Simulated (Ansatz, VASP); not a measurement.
## RbBr in VASP and in Ansatz

The input POSCAR:

```
RbBr
1.0
    0.0000000000      3.8694968646      3.8694968646
    3.6849218642      0.0000000000      3.8694968646
    3.6849218642      3.8694968646      0.0000000000
Rb Br
1 1
Direct
    0.0000000000      0.0000000000      0.0000000000
    0.2500000000      0.2500000000      0.2500000000
```

File INCAR.step1:

```
ALGO = Normal
EDIFF = 1E-4
ENCUT = 520
GGA = PE
ISMEAR = 0
LASPH = T
LCHARG = F
LREAL = F
LWAVE = T
NBANDS = 15
NELM = 80
PREC = Accurate
SIGMA = 0.01
```

The input INCAR.step2:

```
ALGO = Normal
EDIFF = 1E-6
ENCUT = 520
ISIF = 2
ISMEAR = 0
ISTART = 1
LASPH = T
LCHARG = F
LMIXTAU = T
LREAL = F
LWAVE = F
METAGGA = R2SCAN
NBANDS = 15
NELM = 80
PREC = Accurate
SIGMA = 0.01
```

Contents of KPOINTS:

```
k-points
0
Gamma
  6 6 6
```

Input for Ansatz:

```yaml
crystal:
  lattice:
    - [0.0, 3.8694968646, 3.8694968646]
    - [3.6849218642, 0.0, 3.8694968646]
    - [3.6849218642, 3.8694968646, 0.0]
  atoms:
    - { symbol: Rb, position: [0.0, 0.0, 0.0] }
    - { symbol: Br, position: [0.25, 0.25, 0.25] }
kpoints:
  mp_grid: { grid: [6, 6, 6] }
  band_path:
    path:
      - [0.0, 0.0, 0.0]
      - [-0.5, -0.5, 0.0]
      - [-0.375, -0.375, 0.25]
      - [-0.375, 0.0, 0.375]
      - [0.0, 0.0, 0.5]
      - [-0.5, -0.25, 0.25]
    npoints: 1
hamiltonian:
  xc: r2scan
scf:
  occupations: { method: fixed }
  n_extra_bands: 4
output:
  forces: true
  stress: true
  eigenvalues: true
```

Change from the starting cell: uniaxial_x strain -4.8%.

Alike in both runs: task single point; functional r2SCAN; k mesh 6 × 6 × 6; no spin polarisation.

|  | VASP | Ansatz |
| --- | --- | --- |
| version | VASP 6.6.1 | Ansatz 0.2.0 |
| potentials or method | VASP PAW PBE potentials, release 64 (Rb_sv, Br) | plane waves, PAW |
| plane-wave cutoff (eV) | 520 | 500 |
| occupations | gaussian, width 0.01 eV | fixed |
| valence electrons in the cell | 16 | 16 |

```csv
,VASP,Ansatz,Ansatz less VASP
gap on the k mesh at the Fermi level (eV),4.69,4.69,0.000
pressure (GPa),0.5,0.5,-0.01
```

Caveats: the PAW data sets were made with another functional, which shifts forces and pressure a little (VASP). A k mesh can miss the band edges.
